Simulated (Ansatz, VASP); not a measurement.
## Two plane-wave programs on W

```
CELL_PARAMETERS angstrom
-1.58930 1.58930 1.58930
1.58930 -1.58930 1.58930
1.58930 1.58930 -1.58930
ATOMIC_POSITIONS crystal
W 0.00000 0.00000 0.00000
```

Alike in both runs: functional r2SCAN; k mesh 18 × 18 × 18; occupations gaussian, width 0.1 eV; no spin polarisation.

Ansatz relaxed the structure, and its values are those at the end. VASP's run is a single point on that final structure, the one shown.

|  | VASP | Ansatz |
| --- | --- | --- |
| version | VASP 6.6.1 | Ansatz 0.2.0 |
| potentials or method | VASP PAW PBE potentials, release 64 (W_sv) | scalar-relativistic, plane waves, PAW |
| plane-wave cutoff (eV) | 520 | 500 |
| valence electrons in the cell | 14 | 14 |

|  | VASP | Ansatz | Ansatz less VASP |
| --- | --- | --- | --- |
| gap on the k mesh at the Fermi level (eV) | none | none | - |
| pressure (GPa) | -1.8 | -3.0 | -1.20 |

A gap of «none» marks a metal or a gap that the smearing closes.

Caveats: the PAW data sets were made with another functional, which shifts forces and pressure a little (VASP). Spin-orbit coupling is left out, which matters for the levels of W.
